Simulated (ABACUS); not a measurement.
Al2Pt in ABACUS: the effect of basis

The system is Al2Pt.

```
Pt Al
1.0
     0.00000    2.93517    2.93517
     2.93517    0.00000    2.93517
     2.93517    2.93517    0.00000
Pt Al
1 2
Direct
  0.00000 0.00000 0.00000
  0.75000 0.75000 0.75000
  0.25000 0.25000 0.25000
```

The cell isn't the ideal one: volume scaled by 0.98.

Alike in all runs:

- Program: ABACUS 3.10.1
- Task: equation of state
- Functional: PBE
- Potentials or basis: PseudoDojo NC SR 0.4.1 PBE standard
- k mesh: 6 × 6 × 6
- Occupations: fermi-dirac, width 0.05 eV
- Spin: no spin polarisation

| basis | cutoff | pressure (GPa) |
| --- | --- | --- |
| DZP | 1361 eV | ? |
| TZDP | 1361 eV | 5.6 |
| pw | 1143 eV | 5.2 |

Question: What does the run with basis DZP give?

Answer: Pressure 6.4 GPa.

Caveats: the atomic orbitals were generated for these runs and aren't a published set (some runs); the basis of atomic orbitals isn't converged, which shifts pressures, moduli and gaps (some runs).
